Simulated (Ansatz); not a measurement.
**ZnS (Wurtzite-2H) under changes of volume**

One of the cells (19.603 Å³/atom); the others are scaled copies at fixed shape and fractional positions:

```xyz
4
Lattice="3.8110 0.0000 0.0000 -1.9055 3.3004 0.0000 0.0000 0.0000 6.2340" Properties=species:S:1:pos:R:3 pbc="T T T"
Zn    1.9055    1.1001    3.1170
Zn    0.0000    2.2003    0.0000
S     1.9055    1.1001    5.5171
S     0.0000    2.2003    2.4001
```

* Program: Ansatz 0.2.0
* Functional: PBE
* Potentials or basis: Ansatz PAW
* Cutoff: 420 eV (not typed: the program's choice for these potentials)
* k mesh: 8 × 8 × 5
* Occupations: fermi-dirac, width 0.05 eV
* Spin: no spin polarisation

```tsv
volume (Å³/atom)	energy over the lowest point (meV/atom)	pressure (GPa)	gap on the mesh (eV)	largest force (eV/Å)
18.427	?	?	?	?
18.819	23.92	5.9	2.44	0.371
19.211	11.89	4.0	2.34	0.344
19.603	4.18	2.3	2.25	0.319
19.995	0.35	0.8	2.15	0.296
20.387	0.00	-0.5	2.06	0.275
20.779	2.80	-1.7	1.98	0.254
```

Question: What does the run at 18.427 Å³/atom give?

Answer: Energy over the lowest point 40.75 meV/atom; pressure 7.9 GPa; gap on the mesh 2.54 eV; largest force 0.400 eV/Å.

Worked out: A Birch-Murnaghan fit of order 3 (a polynomial in V^(-2/3)) to the other rows has its minimum at 20.23 Å³/atom with B0 = V·E''(V) = 69 GPa and B' = 4.4 at fixed shape and positions, which overstates the stiffness. It gives 40.75 meV/atom at 18.427 Å³/atom, against the run's 40.75, and -dE/dV = 7.9 GPa, against 7.9. A straight line through the other rows of the gap, of slope -4.67 eV per unit of ln V (its deformation potential), extrapolates to 2.54 eV, against the run's 2.54.

Energies are extrapolated to zero smearing.

Caveats: odd divisions of the mesh miss points on the zone boundary, where band edges often lie, so the gap on the mesh can be too wide.
